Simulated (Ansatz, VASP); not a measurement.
# SiO2: VASP beside Ansatz

```
Si O
1.0
     4.26208    0.00000    0.00000
     0.00000    4.26208    0.00000
     0.00000    0.00000    2.72012
Si O
2 4
Direct
  0.00000 0.00000 0.00000
  0.50000 0.50000 0.50000
  0.30670 0.30670 0.00000
  0.19330 0.80670 0.50000
  0.69330 0.69330 0.00000
  0.80670 0.19330 0.50000
```

Change from the starting cell: volume scaled by 1.06.

Alike in both runs: task single point; functional PBE; k mesh 6 × 6 × 9; occupations fermi-dirac, width 0.03 eV; no spin polarisation.

|  | VASP | Ansatz |
| --- | --- | --- |
| version | VASP 6.6.1 | Ansatz 0.2.0 |
| potentials or method | VASP PAW PBE potentials, release 64 (Si, O), cutoff 520 eV | all-electron LAPW, scalar-relativistic |

VASP gave:

| Quantity | Value |
| --- | --- |
| gap on the k mesh at the Fermi level (eV) | 4.60 |
| pressure (GPa) | -6.8 |
| largest component of the traceless stress (GPa) | 1.88 |
| rms of the force components (eV/Å) | 0.071 |

Task: Estimate Ansatz's values.

Result: gap on the k mesh at the Fermi level (eV): 4.63; pressure (GPa): -7.0; largest component of the traceless stress (GPa): 2.25; rms of the force components (eV/Å): 0.079.

Atom by atom the forces differ by 0.008 eV/Å (rms over components). Ansatz ran all-electron here, so the differences hold the error of VASP's frozen core and of both bases.

Caveats: an odd mesh through Γ misses points on the zone boundary, where band edges often lie.
